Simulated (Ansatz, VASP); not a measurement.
Two plane-wave programs on ZnS3

```
Zn S
1.0
     4.06473    0.00000    0.00000
     0.00000    4.06473    0.00000
     0.00000    0.00000    4.06473
Zn S
1 3
Direct
  0.00000 0.00000 0.00000
  0.00000 0.50000 0.50000
  0.50000 0.00000 0.50000
  0.50000 0.50000 0.00000
```

Alike in both runs: functional r2SCAN; k mesh 4 × 4 × 4; occupations gaussian, width 0.1 eV; no spin polarisation.

Ansatz relaxed the structure, and its values are those at the end. VASP's run is a single point on that final structure, the one shown.

```csv
,VASP,Ansatz
version,VASP 6.6.1,Ansatz 0.2.0
potentials or method,"VASP PAW PBE potentials, release 64 (Zn, S)","scalar-relativistic, plane waves, PAW"
plane-wave cutoff (eV),520,500
valence electrons in the cell,30,30
```

VASP gave:

```
gap on the k mesh at the Fermi level (eV) : none
pressure (GPa)                            : -0.1
```

Question: What did Ansatz give for the same quantities?

Answer: gap on the k mesh at the Fermi level (eV): none; pressure (GPa): 0.0.

A gap of «none» marks a metal or a gap that the smearing closes.

Caveats: the k mesh is coarse (spacing up to 0.39 Å⁻¹), so the values aren't converged; the PAW data sets were made with another functional, which shifts forces and pressure a little (VASP).
